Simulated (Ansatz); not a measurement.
# Sc: a listed cell, distorted in several ways

Aim: see how energy, forces, stress and gap of Sc answer to further strains and shifts, distortions that keep the symmetry, other functionals. Nothing is relaxed unless a step says so.

Method: DFT PBE, scalar-relativistic, plane waves, PAW, in Ansatz 0.2.0.

**1. Starting point**

The structure is tetragonal, space group P4/nmm (No. 129). Conventional cell: a = 5.423 Å, b = 5.423 Å, c = 3.435 Å, α = 90.00°, β = 90.00°, γ = 90.00°. Sc (site symmetry -4m2) has 10 Sc at 3.15 to 3.44 Å as nearest neighbours. Around Sc (site symmetry 4mm) lie 10 Sc at 3.15 to 3.44 Å.

Coordinates:

```cif
data_structure
_symmetry_space_group_name_H-M 'P4/nmm:1'
_symmetry_Int_Tables_number 129
_cell_length_a 5.4227
_cell_length_b 5.4227
_cell_length_c 3.4352
_cell_angle_alpha 90.000
_cell_angle_beta 90.000
_cell_angle_gamma 90.000
_cell_volume 101.01
loop_
_atom_site_label
_atom_site_type_symbol
_atom_site_symmetry_multiplicity
_atom_site_Wyckoff_symbol
_atom_site_fract_x
_atom_site_fract_y
_atom_site_fract_z
_atom_site_occupancy
Sc1 Sc 2 a 0.50000 0.50000 0.00000 1
Sc2 Sc 2 c 0.50000 0.00000 0.53266 1
```

The structure comes from the Materials Project (structure only).

**2. A change within the space group**

What differs from the listed cell: strain xx, yy, zz, yz, xz, xy = +0.5, +0.5, -8.5, +0.0, +0.0, +0.0 %; atoms moved by 0.03 Å root mean square, at most 0.04 Å.

File input.yaml:

```yaml
crystal:
  lattice:
    - [5.4521753574, 0.0, 0.0]
    - [0.0, 5.4521753574, 0.0]
    - [0.0, 0.0, 3.1447249806]
  atoms:
    - { symbol: Sc, position: [0.5, 0.5, 0.0] }
    - { symbol: Sc, position: [0.0, 0.0, 0.0] }
    - { symbol: Sc, position: [0.5, 0.0, 0.5450144695] }
    - { symbol: Sc, position: [0.0, 0.5, 0.4549855305] }
basis:
  ecutwfc: 420
kpoints:
  mp_grid: { grid: [8, 8, 12] }
hamiltonian:
  xc: pbe
scf:
  occupations: { method: gaussian, width: 0.1 }
output:
  forces: true
  stress: true
  eigenvalues: true
```

Run with:

```bash
> ansatz run input.yaml --threads 1 --pin off --max-ram 1331MiB --backend cpu --events-out ev --progress --plain --runs-dir out
```

**3. A change within a subgroup**

File input.yaml:

```yaml
crystal:
  lattice:
    - [5.6761318762, -0.0401820292, 0.049942846]
    - [-0.0401820292, 5.6761318762, -0.049942846]
    - [0.0316382473, -0.0316382473, 3.5442394384]
  atoms:
    - { symbol: Sc, position: [0.4965132431, 0.4965132431, 0.0] }
    - { symbol: Sc, position: [0.0034867569, 0.0034867569, 0.0] }
    - { symbol: Sc, position: [0.4725604962, 0.0274395038, 0.5320272846] }
    - { symbol: Sc, position: [0.0274395038, 0.4725604962, 0.4679727154] }
basis:
  ecutwfc: 420
kpoints:
  mp_grid: { grid: [8, 8, 10] }
hamiltonian:
  xc: pbe
scf:
  occupations: { method: gaussian, width: 0.1 }
output:
  forces: true
  stress: true
  eigenvalues: true
```

**4. A change within a subgroup**

File input.yaml:

```yaml
crystal:
  lattice:
    - [5.5163798413, 0.1537870914, 0.0]
    - [0.1537870914, 5.4188801268, 0.0]
    - [0.0, 0.0, 3.7728523977]
  atoms:
    - { symbol: Sc, position: [0.5023819695, 0.502018757, -0.0053205026] }
    - { symbol: Sc, position: [0.0023819695, 0.002018757, 0.0053205026] }
    - { symbol: Sc, position: [0.4976180305, -0.002018757, 0.5239669037] }
    - { symbol: Sc, position: [-0.0023819695, 0.497981243, 0.4760330963] }
basis:
  ecutwfc: 420
kpoints:
  mp_grid: { grid: [8, 8, 10] }
hamiltonian:
  xc: pbe
scf:
  occupations: { method: gaussian, width: 0.1 }
output:
  forces: true
  stress: true
  eigenvalues: true
  populations: true
```

**5. A distortion of lower symmetry**

File input.yaml:

```yaml
crystal:
  lattice:
    - [5.3403055516, 0.0, 0.0]
    - [0.0, 5.3403055516, 0.0]
    - [0.0, 0.0, 3.6921937609]
  atoms:
    - { symbol: Sc, position: [0.5, 0.5, 1.42378e-05] }
    - { symbol: Sc, position: [0.0, 0.0, 1.42378e-05] }
    - { symbol: Sc, position: [0.5, 0.0, 0.557350693] }
    - { symbol: Sc, position: [0.0, 0.5, 0.4426208315] }
basis:
  ecutwfc: 420
kpoints:
  mp_grid: { grid: [8, 8, 10] }
hamiltonian:
  xc: pbe
scf:
  occupations: { method: gaussian, width: 0.1 }
output:
  forces: true
  stress: true
  eigenvalues: true
  populations: true
```

**6. A change within the space group**

File input.yaml:

```yaml
crystal:
  lattice:
    - [5.4791802839, 0.0, 0.0]
    - [0.0, 5.4791802839, 0.0]
    - [0.0, 0.0, 3.5225289365]
  atoms:
    - { symbol: Sc, position: [0.5, 0.5, 0.0] }
    - { symbol: Sc, position: [0.0, 0.0, 0.0] }
    - { symbol: Sc, position: [0.5, 0.0, 0.4709116526] }
    - { symbol: Sc, position: [0.0, 0.5, 0.5290883474] }
basis:
  ecutwfc: 420
kpoints:
  mp_grid: { grid: [8, 8, 12] }
hamiltonian:
  xc: pbe
scf:
  occupations: { method: gaussian, width: 0.1 }
output:
  forces: true
  stress: true
  eigenvalues: true
  populations: true
```

**7. Functional and cell changed: PBEsol**

File input.yaml:

```yaml
crystal:
  lattice:
    - [5.6504826188, 0.0, 0.0]
    - [0.0, 5.6504826188, 0.0]
    - [0.0, 0.0, 3.5795190041]
  atoms:
    - { symbol: Sc, position: [0.5, 0.5, 0.0] }
    - { symbol: Sc, position: [0.0, 0.0, 0.0] }
    - { symbol: Sc, position: [0.5, 0.0, 0.532664] }
    - { symbol: Sc, position: [0.0, 0.5, 0.467336] }
basis:
  ecutwfc: 420
kpoints:
  mp_grid: { grid: [8, 8, 12] }
hamiltonian:
  xc: pbesol
scf:
  occupations: { method: gaussian, width: 0.1 }
output:
  forces: true
  stress: true
  eigenvalues: true
```

Q: Predict the outcome of this session. Wanted: for each run, case; energy; pressure; largest force.

The runs gave:

```
step                                 case  energy (meV/atom)  pressure (GPa)  largest force (eV/Å)  gap on the mesh (eV)
   2      a change within the space group               +0.0             3.5                  0.12                  0.00
   3           a change within a subgroup             +59.2*            -5.2                  0.59                  0.00
   4           a change within a subgroup             +20.0*            -5.4                  0.26                  0.00
   5       a distortion of lower symmetry              -4.1*            -2.9                  0.60                  0.00
   6      a change within the space group              -25.5            -3.0                  0.21                  0.00
   7  functional and cell changed: PBEsol                n/a            -7.4                  0.23                  0.00
```

Energies are counted from step 2, with the smearing taken to zero; a star marks another k mesh, which can shift energies by itself, so starred rows don't rank against the others. Other atoms or functionals have another zero of energy (n/a). A gap of 0.00 means none on the mesh at this level.

**Reading.** Among the distorted cells of the listed formula and level the largest force, 0.60 eV/Å, comes in step 5, shared by 2 atoms. The distorted cells of the listed formula and level show no gap on the mesh.
